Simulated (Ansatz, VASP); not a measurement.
**One calculation of Si3O2, two programs**

```
CELL_PARAMETERS angstrom
3.44310 0.00000 0.00000
0.00000 3.44310 0.00000
0.00000 0.00000 6.21073
ATOMIC_POSITIONS crystal
Si 0.00000 0.00000 0.79978
Si 0.00000 0.00000 0.20022
Si 0.50000 0.50000 0.50000
O 0.00000 0.50000 0.20892
O 0.50000 0.00000 0.79108
```

Alike in both runs: functional PBE; k mesh 10 × 10 × 8; occupations gaussian, width 0.1 eV; no spin polarisation.

Ansatz relaxed the structure, and its values are those at the end. VASP's run is a single point on that final structure, the one shown.

|  | VASP | Ansatz |
| --- | --- | --- |
| version | VASP 6.6.1 | Ansatz 0.2.0 |
| potentials or method | VASP PAW PBE potentials, release 64 (Si, O) | scalar-relativistic, plane waves, PAW |
| plane-wave cutoff (eV) | 520 | 420 |
| valence electrons in the cell | 24 | 24 |

|  | VASP | Ansatz | Ansatz less VASP |
| --- | --- | --- | --- |
| gap on the k mesh at the Fermi level (eV) | none | none | - |
| pressure (GPa) | 0.1 | 0.0 | -0.11 |
| rms of the force components (eV/Å) | 0.006 | 0.001 | -0.0050 |

A gap of «none» marks a metal or a gap that the smearing closes.
